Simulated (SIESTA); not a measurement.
Crystal: TiO2 (Anatase).

```
CELL_PARAMETERS angstrom
-1.89210 1.89210 4.75730
1.89210 -1.89210 4.75730
1.89210 1.89210 -4.75730
ATOMIC_POSITIONS crystal
Ti 0.75000 0.25000 0.50000
Ti 0.00000 0.00000 0.00000
O 0.79190 0.79190 0.00000
O 0.54190 0.04190 0.50000
O 0.95810 0.45810 0.50000
O 0.20810 0.20810 0.00000
```

Base run:

- Program: SIESTA 5.4.2
- Functional: PBE
- Potentials or basis: PseudoDojo 0.4 standard (PBE files)
- Basis: DZP (energy shift 0.003 Ry; two zetas on semicore shells)
- Grid cutoff: 800 Ry
- Energy shift: 0.003 Ry
- k mesh: 6 × 6 × 6
- Occupations: fermi-dirac, width 0.05 eV
- Spin: no spin polarisation
- Hubbard terms: Ti d U = 4 eV

Its results: band gap on the k mesh 2.67 eV, indirect (least direct gap 2.98 eV); pressure 16.9 GPa; largest force 0.298 eV/Å.

The run is repeated on the same cell with these changes: hubbard terms from Ti d U = 4 eV to none. What comes out?

Band gap on the k mesh 2.04 eV, indirect (least direct gap 2.33 eV); pressure 9.1 GPa; largest force 0.200 eV/Å.

The U term pushes filled and empty states of the shell apart.

Caveats: the basis of atomic orbitals isn't converged, which shifts pressures, moduli and gaps.

A k mesh can miss the band edges.
